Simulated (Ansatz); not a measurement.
# ZrO2: the cost of one run

Method: DFT PBE, scalar-relativistic, plane waves, PAW, in Ansatz 0.2.0.

1 further run of the same task is left out (set aside as unsound or not needed).

### 1 Starting point

It takes space group P4_2/nmc (No. 137, tetragonal). Conventional cell: a = 3.596 Å, b = 3.596 Å, c = 5.177 Å, α = 90.00°, β = 90.00°, γ = 90.00°. Zr (site symmetry -4m2) is surrounded by 8 O at 2.08 to 2.37 Å. Around O (site symmetry 2mm) lie 4 Zr at 2.08 to 2.37 Å.

As a file:

```
CELL_PARAMETERS angstrom
3.59610 0.00000 0.00000
0.00000 3.59610 0.00000
0.00000 0.00000 5.17700
ATOMIC_POSITIONS crystal
Zr 0.00000 0.00000 0.00000
Zr 0.50000 0.50000 0.50000
O 0.00000 0.50000 0.20300
O 0.00000 0.50000 0.70300
O 0.50000 0.00000 0.29700
O 0.50000 0.00000 0.79700
```

The cell is the deposited one, not relaxed. An earlier run on this cell at PBE gave 5.28 GPa at 11.158 Å³/atom (8×8×6 mesh), gap on the mesh 4.02 eV. The cell is compressed at this level.

### 2 Bands on a fine mesh

Contents of input.yaml:

```yaml
crystal:
  lattice:
    - [3.5960994882, 0.0, 0.0]
    - [0.0, 3.5960994882, 0.0]
    - [0.0, 0.0, 5.1769992633]
  atoms:
    - { symbol: Zr, position: [0.0, 0.0, 0.0] }
    - { symbol: Zr, position: [0.5, 0.5, 0.5] }
    - { symbol: O, position: [0.0, 0.5, 0.203] }
    - { symbol: O, position: [0.0, 0.5, 0.703] }
    - { symbol: O, position: [0.5, 0.0, 0.297] }
    - { symbol: O, position: [0.5, 0.0, 0.797] }
basis:
  ecutwfc: 420
  ecutrho_ratio: 4
kpoints:
  mp_grid: { grid: [8, 8, 6] }
hamiltonian:
  xc: pbe
scf:
  occupations: { method: gaussian, width: 0.05 }
output:
  forces: true
  stress: true
  eigenvalues: true
  eigenstates:
    nscf_kmesh: { grid: [12, 12, 10] }
    de_dk: true
    e_range: [-2.5, 6.520330932987]
  write_density: true
  write_potential: true
  elf: true
  volumetric_format: npy
```

Launch:

```
$ ansatz run input.yaml --threads 8 --pin off --max-ram 15360MiB --backend cpu --events-out ev --progress --plain --runs-dir out
```

**Question.** How long does this run take on 8 threads of Intel Xeon 6975P-C (Granite Rapids), shared host, and how much memory does it need?

About 1.6 s, with a peak of 0.58 GiB.
